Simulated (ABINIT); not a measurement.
Write the native input for ABINIT 10.8.3 (patched build) that does the following.

| Item | Value |
| --- | --- |
| Task | band structure |
| Functional | HLE16 |
| Potentials or basis | JTH PAW PBE v2.0 |
| Cutoff | 463 eV |
| k mesh | 11 × 11 × 11 |
| Occupations | fermi-dirac, width 0.05 eV |
| Spin | spin-orbit coupling, no magnetisation |
| Fine-grid cutoff | 925.187 eV |
| Exchange and correlation inside the PAW spheres | full angular mesh (pawxcdev 0, this build's default; the released program takes 1) |

Ag:

```
Ag
1.0
     0.00000    2.04275    2.04275
     2.04275    0.00000    2.04275
     2.04275    2.04275    0.00000
Ag
1
Direct
  0.00000 0.00000 0.00000
```

The input as run:

run.abi

```
# Datasets: ground state, then fixed potential
ndtset 2

# Pseudopotentials
pp_dirpath "./"
pseudos "Ag.GGA_PBE-JTH.xml"

# Structure
acell 3*1.0
rprim
     0.0000000000     3.8602380411     3.8602380411
     3.8602380411     0.0000000000     3.8602380411
     3.8602380411     3.8602380411     0.0000000000
ntypat 1
znucl 47
natom 1
typat 1
xred
     0.0000000000     0.0000000000     0.0000000000

# Plane-wave basis
ecut 17.0
pawecutdg 34.0

# Exchange and correlation
ixc -545

# Bands and occupations
occopt 3
tsmear 0.00183747

# Spin
nspinor 2
nspden 1
pawspnorb 1

# SCF cycle
nstep 100

# Output
iomode 3
prtwf 0
prteig 0
prtebands 0
enunit 1
prtden1 1
prtvha1 1
prtvclmb1 1
prtpot1 1

# Dataset 1
kptopt1 4
ngkpt1 11 11 11
nshiftk1 1
shiftk1 0.0 0.0 0.0
nband1 20
tolvrs1 1.0e-9

# Dataset 2: bands along G-X-W-K-G-L-U-W-L-K
iscf2 -2
getden2 1
nband2 28
nbdbuf2 2
tolwfr2 1.0e-12
kptopt2 -9
ndivsm2 8
prteig2 1
kptbounds2
     0.0000000000     0.0000000000     0.0000000000
     0.5000000000     0.0000000000     0.5000000000
     0.5000000000     0.2500000000     0.7500000000
     0.3750000000     0.3750000000     0.7500000000
     0.0000000000     0.0000000000     0.0000000000
     0.5000000000     0.5000000000     0.5000000000
     0.6250000000     0.2500000000     0.6250000000
     0.5000000000     0.2500000000     0.7500000000
     0.5000000000     0.5000000000     0.5000000000
     0.3750000000     0.3750000000     0.7500000000
```

Potentials or basis: JTH PAW PBE v2.0.

Run with:

```sh
$ abinit run.abi > log 2>&1
```

Results of the run:

```json
{"Pressure": "-4.8 GPa", "Band gap on the k mesh": "none (metal or under the smearing width)", "Valence electrons inside the program's atomic spheres": "Ag 10.04 (radii [1.331] Å)"}
```

Caveat: the potentials were made for a functional far from this one; the potentials were made for another functional, which shifts forces and pressure.

Wall time 90 s on 1 thread of Arm Neoverse V1, with other jobs on the host, peak memory 0.13 GiB.
